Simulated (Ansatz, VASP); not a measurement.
## Two plane-wave programs on NiO

File INCAR:

```
PREC = Accurate
ENCUT = 520
EDIFF = 1E-7
ISMEAR = 0
SIGMA = 0.05
LREAL = False
LASPH = True
NELM = 60
ALGO = Normal
ISIF = 2
LWAVE = False
LCHARG = True
GGA = PE
LELF = True
LVHAR = True
NBANDS = 15
```

KPOINTS

```
regular mesh
0
Gamma
  14 14 14
```

File POSCAR:

```
NiO
1.0
    0.0000000000      2.0859016414      2.0859016414
    2.0859016414      0.0000000000      2.0859016414
    2.0859016414      2.0859016414      0.0000000000
Ni O
1 1
Direct
    0.0000000000      0.0000000000      0.0000000000
    0.5000000000      0.5000000000      0.5000000000
```

Input for Ansatz:

```yaml
crystal:
  lattice:
    - [0.0, 2.0859016414, 2.0859016414]
    - [2.0859016414, 0.0, 2.0859016414]
    - [2.0859016414, 2.0859016414, 0.0]
  atoms:
    - { symbol: Ni, position: [0.0, 0.0, 0.0] }
    - { symbol: O, position: [0.5, 0.5, 0.5] }
basis:
  ecutwfc: 420
  ecutrho_ratio: 4
kpoints:
  mp_grid: { grid: [14, 14, 14] }
hamiltonian:
  xc: pbe
scf:
  occupations: { method: gaussian, width: 0.05 }
output:
  forces: true
  stress: true
  eigenvalues: true
```

Alike in both runs: task single point; functional PBE; k mesh 14 × 14 × 14; occupations gaussian, width 0.05 eV; no spin polarisation.

```csv
,VASP,Ansatz
version,VASP 6.6.1,Ansatz 0.2.0
potentials or method,"VASP PAW PBE potentials, release 64 (Ni, O)","scalar-relativistic, plane waves, PAW"
plane-wave cutoff (eV),520,420
valence electrons in the cell,16,24
```

|  | VASP | Ansatz | Ansatz less VASP |
| --- | --- | --- | --- |
| gap on the k mesh at the Fermi level (eV) | none | none | - |
| pressure (GPa) | -1.7 | -1.8 | -0.12 |

A gap of «none» marks a metal or a gap that the smearing closes. The two sets of potentials don't hold the same shells in valence.

Caveats: the run has no spin polarisation, though such a crystal can be magnetic; semilocal functionals often make such compounds metallic where correlation or magnetic order opens a gap, which also shifts bond lengths. Spin polarisation is off, so any magnetic state and its effect on volume and gap are missing.
